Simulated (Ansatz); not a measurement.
# Si2W (I4/mmm) in Ansatz: further runs

The runs below take Si2W through relaxation of cell and atoms, with LDA, PBE.

Everything below comes from runs of Ansatz 0.2.0. Logs are shortened: lines on timing, memory, paths and dates and some standing lists are left out, and cuts for length are marked.

### Step 1. The structure

It takes space group I4/mmm (No. 139, tetragonal). The conventional cell has a = 3.214 Å, b = 3.214 Å, c = 7.830 Å, α = 90.00°, β = 90.00°, γ = 90.00°. Around W (site symmetry 4/mmm) lie 10 Si at 2.62 Å. Si (site symmetry 4mm) has 5 Si at 2.59 to 2.63 Å and 5 W at 2.62 Å as nearest neighbours.

### Step 2. Relaxation of cell and atoms, LDA

input.yaml reads:

```yaml
crystal:
  lattice:
    - [-1.6069, 1.6069, 3.91495]
    - [1.6069, -1.6069, 3.91495]
    - [1.6069, 1.6069, -3.91495]
  atoms:
    - { symbol: W, position: [0.0, 0.0, 0.0] }
    - { symbol: Si, position: [0.6653, 0.6653, 0.0] }
    - { symbol: Si, position: [0.3347, 0.3347, 0.0] }
hamiltonian:
  xc: lda
  pseudopotentials: { kind: paw }
kpoints:
  mp_grid: { grid: [12, 12, 12] }
scf:
  occupations: { method: fermi_dirac, width: 0.05 }
output:
  forces: true
  stress: true
  eigenvalues: true
relax:
  f_tol: 0.01
  max_steps: 40
  cell: { stress_tol: 0.05 }
```

Potentials or basis: Ansatz PAW.

Command:

```sh
$ ansatz run input.yaml --threads 2 --pin off --max-ram 5632MiB --backend cpu --events-out ev --progress --plain --runs-dir out
```

The log of the run:

```text
Warning: RAYON_NUM_THREADS=2 ignored (pool sized by the plan → 2); use --threads N
Engine: ansatz 0.2.0, aarch64-unknown-linux-gnu
Pseudopotentials: kind: paw
Pseudopotential: W, paw, valence charge 14, recommended cutoff 420 eV (normal), W.paw.azcp
Pseudopotential: Si, paw, valence charge 4, recommended cutoff 420 eV (normal), Si.paw.azcp
Functional definition: SPW92
  exchange = slater_x
  correlation = pw_c
Crystal: 3 atoms, lattice volume = 40.436 Å³
Basis set: ecut = 420 eV, 793 PW (Γ)
Bands: 15, of which v1, the nominal top of the filled ones, is band 11 counted from 1 (10 counted from 0)
Symmetry: 16 space group operations
Space group: I4/mmm (ITA 139), of the structure as read, at distance tolerance 3.4e-5 Å
k-points: 163 of 1728
Non-local potential: W, projectors of the file, l = 0: 3, l = 1: 2, l = 2: 2, l = 3: 1
Non-local potential: Si, projectors of the file, l = 0: 2, l = 1: 2, l = 2: 2
PAW form: soft (Blöchl's): semilocal exchange-correlation on the pseudo side does not see the compensation charge
PAW frozen core: W, regenerated for the run's functional, and the local potential with it (the file was generated under x = pbe(κ = 0.804, μ = 0.2195149727645171), c = pbe(β = 0.06672455060314922))
PAW frozen core: Si, regenerated for the run's functional, and the local potential with it (the file was generated under x = pbe(κ = 0.804, μ = 0.2195149727645171), c = pbe(β = 0.06672455060314922))
PAW one-centre angular grid: W, 590 points (default); XC on 64 Gauss nodes
PAW one-centre angular grid: Si, 110 points (default); XC on 64 Gauss nodes
Initial density: superposition of atomic densities (neutral atoms: chi_scale 0, normalization atom), corrected by the library's trained network
Initial wavefunctions: pseudopotential atomic-orbital guess
Functional: x = slater, c = lda
SCF iter   1: F=—  HF=-11348.448076 eV  |F-HF|=—  |Δ(HF+E_count)|=         —  Δρ=6.68e-3  dr2=1.78e-2  ethr=1.77e-3  ⟨swp⟩=5.4  Hψ=14307  notcnv=0
preconditioner: auto → Kerker (q_TF=auto, 2.465 Å⁻¹)  [metal: Δε(μ)=0.102 eV  Ē_g=8.051 eV  σ=0.050 eV  W_gap=0.46  n_scr=10 (ndim 8)  ℏωp=21.8 eV  f_vac=0.000  D(μ)=0.23/eV (n_scr^D=0)]
SCF iter   2: F=—  HF=-11348.444585 eV  |F-HF|=—  |Δ(HF+E_count)|=   3.49e-3  Δρ=3.39e-3  dr2=2.70e-3  ethr=8.08e-5  ⟨swp⟩=1.3  Hψ=3814  notcnv=0
SCF iter   3: F=—  HF=-11348.444060 eV  |F-HF|=—  |Δ(HF+E_count)|=   5.26e-4  Δρ=1.02e-3  dr2=2.49e-4  ethr=1.23e-5  ⟨swp⟩=2.1  Hψ=3171  notcnv=0
SCF iter   4: F=—  HF=-11348.443994 eV  |F-HF|=—  |Δ(HF+E_count)|=   6.53e-5  Δρ=9.30e-5  dr2=2.64e-6  ethr=1.13e-6  ⟨swp⟩=2.2  Hψ=3604  notcnv=0
SCF iter   5: F=—  HF=-11348.443992 eV  |F-HF|=—  |Δ(HF+E_count)|=   2.74e-6  Δρ=1.15e-5  dr2=3.15e-8  ethr=1.20e-8  ⟨swp⟩=2.5  Hψ=3431  notcnv=0
SCF iter   6: F=-11348.443992 eV  HF=-11348.443992 eV  |F-HF|=5.04e-10  |Δ(HF+E_count)|=  7.82e-10  Δρ=1.98e-6  dr2=1.47e-9  ethr=1.43e-10  ⟨swp⟩=2.2  Hψ=8434  notcnv=0
SCF 1 converged in 6 iterations: F = -11348.443992 eV  dr2 = 1.47e-9
relax step   1: F+E_penalty+E_count = -11348.44399170 eV  Δ(F+E_penalty+E_count) = +0.000e0 eV  max|allowed force component| = 5.095e-2 eV/Å  Δτ_max = 0.0000 Å  P = -5.750 GPa  Ω = 40.436 Å³  (6 SCF iters, dr2 threshold 1.00e-7 eV, accepted)
Crystal: 3 atoms, lattice volume = 39.039 Å³
Basis set: ecut = 420 eV, 769 PW (Γ)
Initial density: handed on by an earlier stage of this run
Initial wavefunctions: those handed on with the density
iter 1 solved again at ethr=5.75e-6 eV; its pass at ethr=3.10e-3 eV (dr2=1.26e-3 eV) is discarded
SCF iter   1: F=—  HF=-11348.459901 eV  |F-HF|=—  |Δ(HF+E_count)|=         —  Δρ=1.54e-3  dr2=1.38e-3  ethr=5.75e-6  ⟨swp⟩=1.5  Hψ=15173  notcnv=0
preconditioner: auto → Kerker (q_TF=auto, 2.480 Å⁻¹)  [metal: Δε(μ)=0.096 eV  Ē_g=8.315 eV  σ=0.050 eV  W_gap=0.44  n_scr=10 (ndim 8)  ℏωp=22.2 eV  f_vac=0.000  D(μ)=0.21/eV (n_scr^D=0)]
SCF iter   2: F=—  HF=-11348.459570 eV  |F-HF|=—  |Δ(HF+E_count)|=   3.31e-4  Δρ=8.36e-4  dr2=3.32e-4  ethr=5.75e-6  ⟨swp⟩=1.3  Hψ=2613  notcnv=0
SCF iter   3: F=—  HF=-11348.459449 eV  |F-HF|=—  |Δ(HF+E_count)|=   1.21e-4  Δρ=2.06e-4  dr2=1.82e-5  ethr=1.51e-6  ⟨swp⟩=2.4  Hψ=3503  notcnv=0
SCF iter   4: F=—  HF=-11348.459445 eV  |F-HF|=—  |Δ(HF+E_count)|=   3.98e-6  Δρ=2.61e-5  dr2=2.36e-7  ethr=1.36e-9  ⟨swp⟩=4.9  Hψ=13121  notcnv=0
SCF iter   5: F=-11348.459445 eV  HF=-11348.459445 eV  |F-HF|=2.86e-9  |Δ(HF+E_count)|=   5.77e-8  Δρ=4.30e-6  dr2=6.88e-9  ethr=1.07e-9  ⟨swp⟩=2.6  Hψ=8717  notcnv=0
SCF 2 converged in 5 iterations: F = -11348.459445 eV  dr2 = 6.88e-9
relax step   2: F+E_penalty+E_count = -11348.45944505 eV  Δ(F+E_penalty+E_count) = -1.545e-2 eV  max|allowed force component| = 6.625e-2 eV/Å  Δτ_max = 0.0012 Å  P = +2.420 GPa  Ω = 39.039 Å³  energy of the carried Pulay correction = +4.514e-4 eV  (5 SCF iters, dr2 threshold 3.00e-7 eV, accepted)
Crystal: 3 atoms, lattice volume = 39.447 Å³
iter 1 solved again at ethr=1.15e-6 eV; its pass at ethr=3.10e-3 eV (dr2=2.53e-4 eV) is discarded
SCF iter   1: F=—  HF=-11348.462842 eV  |F-HF|=—  |Δ(HF+E_count)|=         —  Δρ=6.28e-4  dr2=2.87e-4  ethr=1.15e-6  ⟨swp⟩=2.0  Hψ=15006  notcnv=0
preconditioner: auto → Kerker (q_TF=auto, 2.475 Å⁻¹)  [metal: Δε(μ)=0.079 eV  Ē_g=8.245 eV  σ=0.050 eV  W_gap=0.37  n_scr=10 (ndim 8)  ℏωp=22.1 eV  f_vac=0.000  D(μ)=0.21/eV (n_scr^D=0)]
SCF iter   2: F=—  HF=-11348.462779 eV  |F-HF|=—  |Δ(HF+E_count)|=   6.31e-5  Δρ=3.31e-4  dr2=7.38e-5  ethr=1.15e-6  ⟨swp⟩=1.4  Hψ=2746  notcnv=0
SCF iter   3: F=—  HF=-11348.462753 eV  |F-HF|=—  |Δ(HF+E_count)|=   2.67e-5  Δρ=7.69e-5  dr2=4.86e-6  ethr=3.35e-7  ⟨swp⟩=2.5  Hψ=3485  notcnv=0
SCF iter   4: F=-11348.462751 eV  HF=-11348.462751 eV  |F-HF|=5.13e-8  |Δ(HF+E_count)|=   1.49e-6  Δρ=1.56e-5  dr2=8.68e-8  ethr=1.36e-9  ⟨swp⟩=3.9  Hψ=10265  notcnv=0
SCF 3 converged in 4 iterations: F = -11348.462751 eV  dr2 = 8.68e-8
relax step   3: F+E_penalty+E_count = -11348.46275112 eV  Δ(F+E_penalty+E_count) = -3.306e-3 eV  max|allowed force component| = 1.343e-2 eV/Å  Δτ_max = 0.0012 Å  P = -0.098 GPa  Ω = 39.447 Å³  energy of the carried Pulay correction = +3.179e-4 eV  (4 SCF iters, dr2 threshold 3.00e-7 eV, accepted)
Crystal: 3 atoms, lattice volume = 39.430 Å³
iter 1 solved again at ethr=2.48e-9 eV; its pass at ethr=3.10e-3 eV (dr2=5.45e-7 eV) is discarded
SCF iter   1: F=—  HF=-11348.462775 eV  |F-HF|=—  |Δ(HF+E_count)|=         —  Δρ=4.99e-5  dr2=6.54e-7  ethr=2.48e-9  ⟨swp⟩=2.4  Hψ=14734  notcnv=0
preconditioner: auto → Kerker (q_TF=auto, 2.475 Å⁻¹)  [metal: Δε(μ)=0.083 eV  Ē_g=8.246 eV  σ=0.050 eV  W_gap=0.38  n_scr=10 (ndim 8)  ℏωp=22.1 eV  f_vac=0.000  D(μ)=0.21/eV (n_scr^D=0)]
SCF iter   2: F=—  HF=-11348.462774 eV  |F-HF|=—  |Δ(HF+E_count)|=   1.95e-7  Δρ=2.76e-5  dr2=2.23e-7  ethr=2.48e-9  ⟨swp⟩=1.0  Hψ=2445  notcnv=0
SCF iter   3: F=-11348.462774 eV  HF=-11348.462774 eV  |F-HF|=3.12e-9  |Δ(HF+E_count)|=   9.64e-8  Δρ=2.94e-6  dr2=4.87e-9  ethr=2.39e-10  ⟨swp⟩=3.0  Hψ=9315  notcnv=0
SCF 4 converged in 3 iterations: F = -11348.462774 eV  dr2 = 4.87e-9
relax step   4: F+E_penalty+E_count = -11348.46277438 eV  Δ(F+E_penalty+E_count) = -2.326e-5 eV  max|allowed force component| = 5.255e-3 eV/Å  Δτ_max = 0.0004 Å  P = -0.011 GPa  Ω = 39.430 Å³  energy of the carried Pulay correction = +3.234e-4 eV  (3 SCF iters, dr2 threshold 5.27e-8 eV, accepted)
Initial wavefunctions: pseudopotential atomic-orbital guess (no wavefunctions were taken with the density)
iter 1 solved again at ethr=1.87e-8 eV; its pass at ethr=3.10e-3 eV (dr2=4.12e-6 eV) is discarded
SCF iter   1: F=—  HF=-11348.462479 eV  |F-HF|=—  |Δ(HF+E_count)|=         —  Δρ=3.22e-5  dr2=5.35e-8  ethr=1.87e-8  ⟨swp⟩=3.1  Hψ=21223  notcnv=0
SCF iter   2: F=—  HF=-11348.462480 eV  |F-HF|=—  |Δ(HF+E_count)|=   6.62e-7  Δρ=1.69e-5  dr2=1.49e-8  ethr=2.43e-10  ⟨swp⟩=1.9  Hψ=3112  notcnv=0
SCF iter   3: F=—  HF=-11348.462480 eV  |F-HF|=—  |Δ(HF+E_count)|=   8.62e-9  Δρ=7.34e-7  dr2=1.82e-10  ethr=6.76e-11  ⟨swp⟩=2.0  Hψ=3961  notcnv=0
SCF iter   4: F=-11348.462480 eV  HF=-11348.462480 eV  |F-HF|=1.82e-11  |Δ(HF+E_count)|=  3.46e-11  Δρ=2.41e-7  dr2=2.38e-11  ethr=1.00e-12  ⟨swp⟩=6.5  Hψ=11672  notcnv=0
SCF 5 converged in 4 iterations: F = -11348.462480 eV  dr2 = 2.38e-11
relax step   5: F+E_penalty+E_count = -11348.46248010 eV  Δ(F+E_penalty+E_count) = +2.943e-4 eV  max|allowed force component| = 5.281e-3 eV/Å  Δτ_max = 0.0000 Å  P = -0.021 GPa  Ω = 39.430 Å³  stress off target by 3.15e-2 GPa  SCF on the basis re-selected at this cell (its energy is not comparable with the rows above)  (4 SCF iters)
basis re-selected at this cell: Δ(F+E_penalty+E_count) = +2.943e-4 eV, ΔP = -0.011 GPa vs the last step (what re-selecting the basis moved, of the pressure what is left beyond the Pulay correction that the steps carried, after the strain that the cell walked since its last selection, with what the two solves' SCF thresholds leave and, on support functions, any second-order correction that the steps lacked; it is no measure of the basis error at this ecutwfc). This SCF's stress stands 3.15e-2 GPa from its target on what of the cell is left free (relax.cell.stress_tol is 5.00e-2 GPa) and its largest allowed force component is 5.28e-3 eV/Å (relax.f_tol is 1.00e-2 eV/Å): within both
SCF converged after 4 iterations
Free energy (F): -11348.462480 eV
Harris-Foulkes:  -11348.462480 eV  (|F-HF|=1.82e-11)
Internal energy: -11348.460613 eV  (E = F + TS)
E sigma→0 (E₀):  -11348.461547 eV
Entropy (-TS):   -0.001867 eV (-0.622 meV/atom)
Fermi energy:    16.965777 eV
--- Per-component energies (eV) ---
  E_band       = -76.197638
  E_kinetic    = 544.857170
  E_local      = -939.684783  (includes V_loc(G=0)·N_el)
  E_nonlocal   = 59.045162
  E_hartree    = 368.732460
  E_xc         = -380.634233
  E_vxc        = -341.014224  (∫ρ·V_xc dr)
  E_paw        = -9282.469020  (= ΣΔE_a)
  E_vpaw       = -136.865853  (= ΣTr[D̂ρ^β])
  E_aug_tail   = -0.000068  (compensation charges beyond the density's cutoff)
  E_ewald      = -1718.759116
  E_core_change = 0.451814  (= ΣΔE_core)
  E_smearing   = -0.001867  (= −TS)
  E_closure    = 0.000000  (closes the sum)
  Σ components = -11348.462480   (vs F -11348.462480, Δ=0.00e0)
--- Forces (eV/Å), atoms counted from 1 ---
  atom   1  W     -0.00000000     0.00000000     0.00000000
  atom   2  Si     0.00000000     0.00000000     0.00528122
  atom   3  Si     0.00000000     0.00000000    -0.00528122
  max |Σ_I F_I| component: 1.04e-16 eV/Å
--- Stress (GPa, compression-positive) ---
       -0.016478       0.000000      -0.000000
        0.000000      -0.016478      -0.000000
        0.000000       0.000000      -0.031476
  P = ⅓ Tr σ = -0.0215 GPa (-0.215 kbar)
--- Band table (eV; the first three rows and the last of 163) ---
  k-point 0: bands = ["-56.7716", "-21.0848", "-21.0436", "-21.0436", "2.7251", "9.9642", "13.2444", "13.4765", "14.0507", "14.0507", "17.5677", "19.8427", "19.8854", "20.1336", "20.1336"]
  k-point 1: bands = ["-56.7704", "-21.0816", "-21.0596", "-21.0576", "2.9553", "10.1737", "12.5665", "13.4930", "13.5394", "14.7610", "16.5172", "19.5463", "20.2965", "20.3311", "20.5275"]
  k-point 2: bands = ["-56.7672", "-21.1018", "-21.0958", "-21.0732", "3.6219", "10.7029", "11.8441", "12.3900", "13.7416", "14.7307", "15.2801", "19.5280", "20.6479", "20.7340", "21.2075"]
  k-point 162: bands = ["-56.7714", "-21.1044", "-21.0450", "-21.0450", "5.0537", "5.8077", "12.9553", "14.2981", "16.1549", "16.1549", "16.4122", "16.4122", "17.7511", "21.5085", "21.9879"]
--- Relaxed structure (4 steps of the walk, 4 accepted, 1 SCFs on fresh bases) ---
  F+E_penalty+E_count = -11348.46248010 eV   max|allowed force component| = 5.281e-3 eV/Å   (the final SCF, on the basis selected at the relaxed cell)
  cell:  # Å, volume = 39.4300 Å³
    - [-1.5925624577540083, 1.5925624577540083, 3.886634888671647]
    - [1.5925624577540083, -1.5925624577540083, 3.886634888671647]
    - [1.5925624577540083, 1.5925624577540083, -3.886634888671647]
  atoms:
    - { symbol: W, position: [2.3078246475806495e-21, 2.3078246475809527e-21, 2.9947832097120763e-34] }
    - { symbol: Si, position: [0.6653601470202954, 0.6653601470202954, -1.5272219171232788e-34] }
    - { symbol: Si, position: [0.33463985297970456, 0.33463985297970456, -1.4877669768958984e-34] }
```

It took 14 s on 2 threads of Arm Neoverse V2, shared host; peak memory 0.39 GiB.

Results:

```yaml
Free_energy: -11348.4625 eV
Relaxed_volume: 13.14 Å³/atom
Relaxed_cell: a = 4.492 Å, b = 4.492 Å, c = 4.492 Å, α = 138.47°, β = 138.47°, γ = 60.18°
Space_group_after_relaxing_to_0.05_Å: I4/mmm (No. 139)
Energy_gained_by_relaxing: 6.2 meV/atom
Ionic_steps: 5
Pressure_after_relaxing: 0.0 GPa
Largest_force_after_relaxing: 0.005 eV/Å
Band_gap_on_the_k_mesh: none (metal or under the smearing width)
```

Forces on the atoms (eV/Å):
```
W    0.000  0.000  0.000
Si   0.000  0.000  0.005
Si   0.000  0.000 -0.005
```

Step by step:
```csv
step,energy change (eV),largest force (eV/Å),volume (Å³)
1,0.0000,0.0509,40.44
2,-0.0155,0.0662,39.04
3,-0.0188,0.0134,39.45
4,-0.0188,0.0053,39.43
5,-0.0185,0.0053,39.43
```

Final structure:
```cif
data_structure
_symmetry_space_group_name_H-M 'P 1'
_symmetry_Int_Tables_number 1
_cell_length_a 4.4920
_cell_length_b 4.4920
_cell_length_c 4.4920
_cell_angle_alpha 138.471
_cell_angle_beta 138.471
_cell_angle_gamma 60.183
_cell_volume 39.43
loop_
_atom_site_label
_atom_site_type_symbol
_atom_site_fract_x
_atom_site_fract_y
_atom_site_fract_z
_atom_site_occupancy
W1 W 0.00000 0.00000 0.00000 1
Si1 Si 0.66536 0.66536 0.00000 1
Si2 Si 0.33464 0.33464 0.00000 1
```

Caveat: the plane-wave basis is chosen anew once the cell has moved, so the energies of steps on either side of that aren't comparable; the PAW data sets come from PBE, with cores solved anew for the run's functional, which leaves a small shift of forces and pressure. LDA usually gives volumes a few per cent too small.

### Step 3. Relaxation of cell and atoms, PBE

input.yaml, as its differences from that of step 2:

```diff
@@ -10,3 +10,3 @@
 hamiltonian:
-  xc: lda
+  xc: pbe
   pseudopotentials: { kind: paw }
```

Potentials or basis: Ansatz PAW.

Command:

```sh
$ ansatz run input.yaml --threads 2 --pin off --max-ram 5632MiB --backend cpu --events-out ev --progress --plain --runs-dir out
```

Wall time 14 s (2 threads of Arm Neoverse V2, shared host); peak memory 0.41 GiB.

Results (log left out):

* Free energy: -11657.4618 eV
* Relaxed volume: 13.67 Å³/atom
* Relaxed cell: a = 4.549 Å, b = 4.549 Å, c = 4.549 Å, α = 138.43°, β = 138.43°, γ = 60.25°
* Space group after relaxing (to 0.05 Å): I4/mmm (No. 139)
* Energy gained by relaxing: 2.0 meV/atom
* Ionic steps: 5
* Pressure after relaxing: 0.0 GPa
* Band gap on the k mesh: none (metal or under the smearing width)

The path:
```
step  energy change (eV)  largest force (eV/Å)  volume (Å³)
   1              0.0000                0.0755        40.44
   2             -0.0049                0.0270        41.23
   3             -0.0058                0.0044        41.02
   4             -0.0058                0.0007        41.01
   5             -0.0060                0.0008        41.01
```

Final structure:
```xyz
3
Lattice="-1.6143 1.6143 3.9345 1.6143 -1.6143 3.9345 1.6143 1.6143 -3.9345" Properties=species:S:1:pos:R:3 pbc="T T T"
W     0.0000    0.0000    0.0000
Si    0.0000    0.0000    5.2371
Si    0.0000    0.0000    2.6318
```

Levels at points of the mesh, in eV from the Fermi level:
| k point | band 9 | band 10 | band 11 | band 12 | band 13 | band 14 |
| --- | --- | --- | --- | --- | --- | --- |
| (0.00, 0.00, 0.00) | -2.82 | -2.82 | 0.59 | 2.64 | 2.97 | 3.04 |
| (0.00, 0.00, -0.50) | -4.97 | -3.21 | -1.76 | 2.72 | 2.90 | 3.05 |
| (0.00, -0.50, 0.00) | -2.76 | -2.73 | -0.43 | 2.64 | 2.75 | 3.90 |
| (-0.50, -0.50, -0.50) | -0.85 | -0.85 | -0.51 | -0.51 | 0.76 | 4.42 |

Caveat: the plane-wave basis is chosen anew once the cell has moved, so the energies of steps on either side of that aren't comparable.
